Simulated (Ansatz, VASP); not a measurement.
## One calculation of LiH, two programs

The input POSCAR:

```
LiH
1.0
    2.5016587112      0.0000000000      0.0000000000
    0.0000000000      2.5016587112      0.0000000000
    0.0000000000      0.0000000000      2.5016587112
Li H
1 1
Direct
    0.0000000000      0.0000000000      0.0000000000
    0.5000000000      0.5000000000      0.5000000000
```

INCAR.step1

```
ALGO = Normal
EDIFF = 1E-4
ENCUT = 520
GGA = PE
ISMEAR = 1
LASPH = True
LCHARG = False
LREAL = False
LWAVE = True
NBANDS = 9
NELM = 100
PREC = Accurate
SIGMA = 0.001
```

The input INCAR.step2:

```
ALGO = Normal
EDIFF = 1E-6
ENCUT = 520
ISIF = 2
ISMEAR = 1
ISTART = 1
LASPH = True
LCHARG = True
LELF = True
LMIXTAU = True
LREAL = False
LVHAR = True
LWAVE = False
METAGGA = R2SCAN
NBANDS = 9
NELM = 100
PREC = Accurate
SIGMA = 0.001
```

Contents of KPOINTS:

```
k-points
0
Gamma
  8 8 8
```

Input for Ansatz:

```yaml
crystal:
  lattice:
    - [2.5016587112, 0.0, 0.0]
    - [0.0, 2.5016587112, 0.0]
    - [0.0, 0.0, 2.5016587112]
  atoms:
    - { symbol: Li, position: [0.0, 0.0, 0.0] }
    - { symbol: H, position: [0.5, 0.5, 0.5] }
kpoints:
  mp_grid: { grid: [8, 8, 8] }
hamiltonian:
  xc: r2scan
scf:
  occupations: { method: methfessel_paxton, width: 0.001 }
  n_extra_bands: 4
output:
  forces: true
  stress: true
  eigenvalues: true
```

Alike in both runs: task single point; functional r2SCAN; k mesh 8 × 8 × 8; occupations methfessel-paxton of order 1, width 0.001 eV; no spin polarisation.

|  | VASP | Ansatz |
| --- | --- | --- |
| version | VASP 6.6.1 | Ansatz 0.2.0 |
| potentials or method | VASP PAW PBE potentials, release 64 (Li_sv, H) | plane waves |
| plane-wave cutoff (eV) | 520 | 500 |
| valence electrons in the cell | 4 | 4 |

```tsv
	VASP	Ansatz	Ansatz less VASP
gap on the k mesh at the Fermi level (eV)	1.30	1.12	-0.176
```

 A k mesh can miss the band edges. r2SCAN opens gaps a little over a GGA but as a rule still falls short of measured ones.
